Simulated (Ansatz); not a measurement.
Here is an Ansatz 0.2.0 calculation.

File input.yaml:

```yaml
crystal:
  lattice:
    - [5.1731, 0.0, 0.0]
    - [0.0, 3.3381, 0.0]
    - [0.0, 0.0, 5.6049]
  atoms:
    - { symbol: Ni, position: [0.99221, 0.75, 0.81248], spin: 1.0 }
    - { symbol: Ni, position: [0.50779, 0.25, 0.31248], spin: 1.0 }
    - { symbol: Ni, position: [0.49221, 0.75, 0.68752], spin: 1.0 }
    - { symbol: Ni, position: [0.00779, 0.25, 0.18752], spin: 1.0 }
    - { symbol: Si, position: [0.67872, 0.25, 0.9175] }
    - { symbol: Si, position: [0.82128, 0.75, 0.4175] }
    - { symbol: Si, position: [0.17872, 0.25, 0.5825] }
    - { symbol: Si, position: [0.32128, 0.75, 0.0825] }
kpoints:
  mp_grid: { grid: [4, 6, 4] }
scf:
  occupations: { method: fermi_dirac, width: 0.05 }
hamiltonian:
  xc: pbesol
  pseudopotentials: { kind: all_electron, lapw: { basis_error: 0.002 } }
magnetization:
  spin_polarized: true
output:
  forces: true
  stress: true
relax:
  f_tol: 0.02
  max_steps: 60
  cell: {}
```

Potentials or basis: all-electron LAPW, scalar-relativistic.

Command:

```console
$ ansatz run input.yaml --threads 4 --pin off --max-ram 14336MiB --backend cpu --events-out ev --progress --plain --runs-dir out
```

Problem. Predict the relaxed volume.

Solution. 11.81 Å³/atom.

Problem. Estimate the net moment.

Solution. 0.00 μB per cell.

Problem. Predict the space group after relaxing (to 0.05 Å).

Solution. Pnma (No. 62).

Forces in eV/Å, atoms in the order of the input:
```
Ni  -0.002  0.000  0.000
Ni   0.002  0.000  0.000
Ni  -0.002  0.000  0.000
Ni   0.002  0.000  0.000
Si   0.002  0.000  0.002
Si  -0.002  0.000  0.002
Si   0.002  0.000 -0.002
Si  -0.002  0.000 -0.002
```

Caveat: the k mesh is thin for a metal, which can move the energy by tens of meV per atom; the starting moments weren't kept.

The cell as given is a measured one (12.10 Å³/atom); PBEsol puts the equilibrium volume -2.4 % from it, thermal expansion not counted.
